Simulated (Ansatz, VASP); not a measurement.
**PbS: VASP beside Ansatz**

```
CELL_PARAMETERS angstrom
0.00000 3.00451 3.00451
3.00451 0.00000 3.00451
3.00451 3.00451 0.00000
ATOMIC_POSITIONS crystal
Pb 0.00000 0.00000 0.00000
S 0.50000 0.50000 0.50000
```

Alike in both runs: functional PBE; k mesh 10 × 10 × 10; occupations gaussian, width 0.02 eV; no spin polarisation.

Ansatz relaxed the structure, and its values are those at the end. VASP's run is a single point on that final structure, the one shown.

```csv
,VASP,Ansatz
version,VASP 6.6.1,Ansatz 0.2.0
potentials or method,"VASP PAW PBE potentials, release 64 (Pb_d, S)","scalar-relativistic, plane waves, PAW"
plane-wave cutoff (eV),520,420
valence electrons in the cell,20,20
```

Ansatz gave:

* gap on the k mesh at the Fermi level (eV): 0.49
* least direct gap on the mesh (eV): 0.49
* pressure (GPa): 0.0

Question: What did VASP give for the same quantities?

Answer: gap on the k mesh at the Fermi level (eV): 0.50; least direct gap on the mesh (eV): 0.50; pressure (GPa): -0.1.

Caveats: spin-orbit coupling is left out, which as a rule narrows the gap of such compounds by several tenths of an eV.
